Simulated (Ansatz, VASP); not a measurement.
Cu in VASP and in Ansatz

INCAR

```
PREC     = Accurate       # precision mode
ENCUT    = 600            # plane-wave cutoff, eV
EDIFF    = 1E-6           # SCF threshold, eV
ISMEAR   = -1             # smearing method
SIGMA    = 0.05           # smearing width, eV
LREAL    = False          # projectors in reciprocal space
LASPH    = True           # aspherical terms in the spheres
NELM     = 100            # most SCF steps
ALGO     = Fast           # electronic algorithm
ISIF     = 3              # what is computed and relaxed
LWAVE    = False          # write WAVECAR
LCHARG   = False          # write CHGCAR
GGA      = PS             # functional
IVDW     = 12             # dispersion correction
IBRION   = 2              # ionic algorithm
NSW      = 60             # ionic steps
EDIFFG   = -0.01          # ionic threshold
```

Contents of KPOINTS:

```
Automatic mesh
0
Gamma
  12 12 7
```

Contents of POSCAR:

```
Cu
1.0
    2.5340966698      0.0000000000      0.0000000000
   -1.2670483349      2.1945920917      0.0000000000
    0.0000000000      0.0000000000      4.1125710000
Cu
2
Direct
    0.6666666667      0.3333333333      0.7500000000
    0.3333333333      0.6666666667      0.2500000000
```

input.yaml

```yaml
crystal:
  lattice:
    - [2.5340966698, 0.0, 0.0]
    - [-1.2670483349, 2.1945920917, 0.0]
    - [0.0, 0.0, 4.112571]
  atoms:
    - { symbol: Cu, position: [0.6666666667, 0.3333333333, 0.75] }
    - { symbol: Cu, position: [0.3333333333, 0.6666666667, 0.25] }
hamiltonian:
  xc: pbesol
  pseudopotentials: { kind: paw }
  dispersion: d3bj
kpoints:
  mp_grid: { grid: [12, 12, 7] }
scf:
  occupations: { method: fermi_dirac, width: 0.05 }
output:
  forces: true
  stress: true
  eigenvalues: true
  write_density: true
  write_potential: true
  elf: true
  volumetric_format: npy
relax:
  f_tol: 0.01
  max_steps: 40
  cell: { stress_tol: 0.05 }
```

This isn't the form of Cu at room conditions, which is fcc.

Alike in both runs: task relaxation of cell and atoms; functional PBEsol; dispersion D3(BJ); k mesh 12 × 12 × 7; occupations fermi-dirac, width 0.05 eV; no spin polarisation.

|  | VASP | Ansatz |
| --- | --- | --- |
| version | VASP 6.6.1 | Ansatz 0.2.0 |
| potentials or method | VASP PAW PBE potentials, release 64 (Cu) | Ansatz PAW |
| plane-wave cutoff (eV) | 600 | 420 |
| valence electrons in the cell | 22 | 38 |

Ansatz gave:

| Property | Result |
| --- | --- |
| gap on the k mesh at the Fermi level, each at its own relaxed structure (eV) | none |
| relaxed volume (Å³/atom) | 10.83 |
| relaxed cell length with the largest relative difference (Å) | 2.485 |
| energy change over the relaxation (meV/atom) | -18 |

**Question.** Which values does VASP return?

**Answer.** gap on the k mesh at the Fermi level, each at its own relaxed structure (eV): none; relaxed volume (Å³/atom): 10.87; relaxed cell length with the largest relative difference (Å): 2.489; energy change over the relaxation (meV/atom): -15.

A gap of «none» marks a metal or a gap that the smearing closes. The two sets of potentials don't hold the same shells in valence.

Caveats: pairwise dispersion overbinds metals, which lowers pressure and volume; the PAW data sets were made with another functional, which shifts forces and pressure a little (VASP); the plane-wave basis is chosen anew once the cell has moved, so the energies of steps on either side of that aren't comparable (Ansatz); the PAW data sets come from PBE, with cores solved anew for the run's functional, which leaves a small shift of forces and pressure (Ansatz).
